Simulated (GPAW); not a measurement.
# BN in GPAW: convergence with density grid spacing (A)

Input of the first run (density grid spacing (A) 0.24); the others differ in this setting and in those tied to it:

File run.py:

```python
from ase.dft.bandgap import bandgap
from ase.io import read, write
from ase.units import GPa
from gpaw import GPAW, PW

atoms = read('BN.xyz')

calc = GPAW(mode=PW(800),
            h=0.24,
            xc='PBE',
            kpts={'size': (13, 13, 13), 'gamma': True},
            occupations={'name': 'fermi-dirac', 'width': 0.05},
            nbands=11,
            convergence={'density': 1e-05, 'energy': 1e-05},
            maxiter=100,
            txt='gpaw.txt')
atoms.calc = calc
energy = atoms.get_potential_energy()
forces = atoms.get_forces()
stress = atoms.get_stress()
calc.write('gs.gpw')
write('result.traj', atoms)
print(f'Energy: {energy:.6f} eV')
print('Forces (eV/A):')
print(forces.round(4))
print('Stress (GPa):', (stress / GPa).round(3))
print('Fermi level:', round(calc.get_fermi_level(), 4), 'eV')
print(f'Gap: {bandgap(calc)[0]:.4f} eV, direct: {bandgap(calc, direct=True)[0]:.4f} eV')
```

BN.xyz

```xyz
2
Lattice="0.0000000000 1.8130010000 1.8130010000 1.8130010000 0.0000000000 1.8130010000 1.8130010000 1.8130010000 0.0000000000" Properties=species:S:1:pos:R:3 pbc="T T T"
N      0.9065005000      0.9065005000      0.9065005000
B      0.0000000000      0.0000000000      0.0000000000
```

Potentials or basis: GPAW PAW data sets (gpaw-data 1.2.1), pw.

Run with:

```bash
$ OMP_NUM_THREADS=1 python run.py
```

The cell is a database's computed one.

Hardware: 1 thread of Arm Neoverse V1, on a shared host.

```
density grid spacing (A)  energy less the tightest run, at zero smearing (meV/atom)  pressure (GPa)  gap on the mesh (eV)  SCF cycles  CPU time (s)  peak memory (GiB)
                    0.24                                                      16.68           -4.13                 4.525           9             9               0.14
                     0.2                                                      -0.66           -1.82                 4.532           9            10               0.14
                    0.17                                                      -0.13           -1.57                 4.534           9            11               0.14
                    0.15                                                       0.17           -1.60                 4.534           9            17               0.14
                    0.13                                                       0.10           -1.60                 4.534           9            15               0.14
                    0.11                                                       0.04           -1.60                 4.534           9            27               0.16
                    0.09                                                       0.00           -1.60                 4.535           9            48               0.19
```

Against the tightest run, the energy stays within 1 meV/atom from 0.2 on; the pressure stays within 0.1 GPa from 0.17 on; the gap on the mesh stays within 0.01 eV from 0.24 on. The tightest run that finished is the yardstick and may itself not be fully converged.

Caveat, for the tightest run too: an odd mesh through Γ misses points on the zone boundary, where band edges often lie.
